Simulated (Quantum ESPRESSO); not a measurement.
MoS2 in Quantum ESPRESSO: the effect of target pressure

The system is MoS2.

```xyz
3
Lattice="3.2275 0.0000 0.0000 -1.6137 2.7951 0.0000 0.0000 0.0000 6.3125" Properties=species:S:1:pos:R:3 pbc="T T T"
Mo    0.0000    0.0000    3.1562
S     1.6137    0.9317    4.7008
S     0.0000    1.8634    1.6117
```

Measurements of this composition are mostly on another form, of space group No. 194.

Alike in all runs:

```yaml
Program: Quantum ESPRESSO 7.5
Task: phonons
Functional: LDA
Potentials_or_basis: GBRV 1.5 LDA
Cutoff: 612 eV
Density_cutoff: 4898 eV
k_mesh: 8 × 8 × 3
Occupations: cold, width 0.2 eV
Spin: no spin polarisation
```

Each run relaxes the cell or the atoms first.

| target pressure | relaxed volume (Å³/atom) | highest phonon frequency (cm⁻¹) |
| --- | --- | --- |
| -3 GPa | ? | ? |
| 0 GPa | 16.31 | 403 |
| 3 GPa | 15.62 | 409 |
| 8 GPa | 14.85 | 418 |
| 15 GPa | 14.08 | 428 |

**Question.** What does the run with target pressure -3 GPa give?

**Answer.** Relaxed volume 32.33 Å³/atom; highest phonon frequency 396 cm⁻¹.

Worked out: In Murnaghan's law V^(-B') rises as a straight line in P. The other rows fit best with B' = 6.4, V0 = 16.31 Å³/atom and B0 = 62 GPa, which gives 17.29 Å³/atom at -3 GPa, against the run's 32.33. A parabola through the other rows of the highest phonon frequency, of slope 2.29 cm⁻¹ per GPa there, extrapolates to 396 cm⁻¹, against the run's 396.

Caveats: the mesh is thin for the phonons of a metal; the layers were relaxed without a dispersion term, so their spacing and the soft interlayer modes are unreliable; the volume moved by over 15 % at a fixed basis, so the end points are rough (some runs); the cell is more than 3 GPa from zero pressure, which shifts response properties (some runs).
